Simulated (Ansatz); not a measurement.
## CuO: strain energy, fitted

CuO, Cccm, a = 4.164 Å, b = 4.176 Å, c = 5.151 Å. This isn't the usual stable structure of the compound. Ansatz: PBE, PAW, 420 eV, Γ-centred 8×8×8 mesh on 8 atoms, Gaussian smearing 0.10 eV; no spin polarisation. Series: strain along c alone, the other axes held, atoms fixed by symmetry; x is the strain in per cent. y is the free energy over the unstrained cell, V0 = 11.197 Å³/atom.

```
x (%) y (meV/atom)
 -6.0             ?
 -4.0         19.74
 -2.0          4.77
  0.0          0.00
  2.0          4.48
  4.0         17.36
  6.0         37.87
```

Question: Fit y = c2 x² + c3 x³ to the other rows, turn c2 into a modulus, and predict the missing energy.

Answer: Least squares on the rows shown. y = 1.1603 x² − 0.018142 x³. In eV per unit strain² c2 is 11.60; this is C33 with relaxed ions (E = ½ C33 V0 ε²): 2 × 11.60 × 160.2 / (11.197) = 332 GPa. At x = -6.0 the fit asked for gives 45.69 meV/atom. The run gave 45.93 meV/atom, so the fit is 0.24 meV/atom too low, 0.52 % of the span of the series, against an rms of 0.02 meV/atom on the fitted rows. The row lies outside the fitted range. With a term in x⁴ added, a fit to the same known rows predicts 45.90 meV/atom, so most of the miss is curvature that the known rows already hold.

Spin polarisation was left out, and a magnetic state may lie lower.